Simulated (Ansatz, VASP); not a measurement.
# Si: VASP beside Ansatz

INCAR

```
  PREC = Accurate
  ENCUT = 600
  EDIFF = 1E-7
  ISMEAR = -1
  SIGMA = 0.1
  LREAL = False
  LASPH = True
  NELM = 100
  ALGO = Normal
  ISIF = 3
  LWAVE = False
  LCHARG = False
  GGA = PE
  IBRION = 2
  NSW = 80
  EDIFFG = -0.01
```

KPOINTS

```
Automatic mesh
0
Gamma
  5 5 5
```

File POSCAR:

```
Si
1.0
    4.9341184017      0.0000000000      0.0000000000
    0.0000000000      4.9341184017      0.0000000000
    0.0000000000      0.0000000000      4.9341184017
Si
8
Direct
    0.0000000000      0.0000000000      0.0000000000
    0.5000000000      0.5000000000      0.5000000000
    0.2500000000      0.0000000000      0.5000000000
    0.7500000000      0.0000000000      0.5000000000
    0.5000000000      0.2500000000      0.0000000000
    0.5000000000      0.7500000000      0.0000000000
    0.0000000000      0.5000000000      0.2500000000
    0.0000000000      0.5000000000      0.7500000000
```

Input for Ansatz:

```yaml
crystal:
  lattice:
    - [4.9341184017, 0.0, 0.0]
    - [0.0, 4.9341184017, 0.0]
    - [0.0, 0.0, 4.9341184017]
  atoms:
    - { symbol: Si, position: [0.0, 0.0, 0.0] }
    - { symbol: Si, position: [0.5, 0.5, 0.5] }
    - { symbol: Si, position: [0.25, 0.0, 0.5] }
    - { symbol: Si, position: [0.75, 0.0, 0.5] }
    - { symbol: Si, position: [0.5, 0.25, 0.0] }
    - { symbol: Si, position: [0.5, 0.75, 0.0] }
    - { symbol: Si, position: [0.0, 0.5, 0.25] }
    - { symbol: Si, position: [0.0, 0.5, 0.75] }
hamiltonian:
  xc: pbe
  pseudopotentials:
    kind: paw
    azcp:
      Si: "pseudopotentials/Si.paw.azcp"
basis:
  ecutwfc: 420
  fft_grid_basis: typed
kpoints:
  mp_grid: { grid: [5, 5, 5], shift: [0, 0, 0] }
magnetization:
  spin_polarized: false
scf:
  occupations: { method: fermi_dirac, width: 0.1 }
relax:
  max_steps: 60
  f_tol: 0.01
  cell: {}
```

The cell was built by a generator and needn't be a form met in nature.

Alike in both runs: task relaxation of cell and atoms; functional PBE; k mesh 5 × 5 × 5; occupations fermi-dirac, width 0.1 eV; no spin polarisation.

```csv
,VASP,Ansatz
version,VASP 6.6.1,Ansatz 0.2.0
potentials or method,"VASP PAW PBE potentials, release 64 (Si)","plane waves (420 eV) with PAW, scalar-relativistic"
plane-wave cutoff (eV),600,420
valence electrons in the cell,32,32
```

Ansatz gave:

```
relaxed volume (Å³/atom)                                     : 14.84
relaxed cell length with the largest relative difference (Å) : 4.915
```

Problem. Estimate VASP's values.

Solution. Relaxed volume (Å³/atom): 14.81; relaxed cell length with the largest relative difference (Å): 4.912.
